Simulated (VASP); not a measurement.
A run of VASP 6.6.1 is set up as follows.

Contents of INCAR:

```
SYSTEM = FeO
PREC = Accurate
ENCUT = 520
EDIFF = 1E-7
ISMEAR = 0
SIGMA = 0.05
LREAL = .FALSE.
LASPH = .TRUE.
NELM = 100
ALGO = Normal
ISIF = 2
LWAVE = .FALSE.
LCHARG = .TRUE.
ISPIN = 2
MAGMOM = 3 0
LORBIT = 11
LMAXMIX = 4
LDAU = .TRUE.
LDAUTYPE = 2
LDAUL = 2 -1
LDAUU = 4 0
LDAUJ = 0 0
LDAUPRINT = 1
METAGGA = R2SCAN
LMIXTAU = .TRUE.
LELF = .TRUE.
LVHAR = .TRUE.
```

KPOINTS

```
Automatic mesh
0
G
  8 8 8
  0 0 0
```

POSCAR

```
FeO
1.0
    0.0000000000      2.1554001600      2.1554001600
    2.1554001600      0.0000000000      2.1554001600
    2.1554001600      2.1554001600      0.0000000000
Fe O
1 1
Direct
    0.0000000000      0.0000000000      0.0000000000
    0.5000000000      0.5000000000      0.5000000000
```

Potentials or basis: VASP PAW PBE potentials, release 64 (Fe, O).

Run with:

```console
$ cat potpaw_PBE.64/Fe/POTCAR potpaw_PBE.64/O/POTCAR > POTCAR
$ mpirun -np 1 vasp_std > vasp.out
```

What does it give for the net moment?

4.00 μB per cell.

Predict the pressure.

-5.9 GPa.

What does it give for the site moments?

Fe +3.86; O +0.19 μB.

Eigenvalues of the final occupation matrices:
```csv
site,spin,trace,eigenvalues
site 1 d,1,4.95,0.97 0.97 0.97 1.02 1.02
site 1 d,2,1.13,0.10 0.10 0.31 0.31 0.31
```

Caveat: the PAW data sets were made with another functional, which shifts forces and pressure a little; a cell with one magnetic atom can't hold antiferromagnetic order, which such compounds often take. The state reached can hang on the start; a lower one may exist.

**Experimental background.**

“W\"ustite: Electric, thermodynamic and optical properties of FeO”, 2012, arxiv:1203.1201 quotes, for a bulk crystal of FeO: band gap 2.4 eV (optical).

Measured gap of FeO: 2.4 eV (optical; quoted in “W\"ustite: Electric, thermodynamic and optical properties of FeO”, 2012, arxiv:1203.1201). This calculation gives 0.00 eV (-2.40 eV). So large a miss can be the level of theory's own, or it may mean another phase, state or a wrong row. The value is that of r2SCAN+U on a finite k mesh, which can miss the band edges, without temperature or zero-point motion. The run's magnetic order (collinear spin, ferromagnetic start) needn't be the measured crystal's.
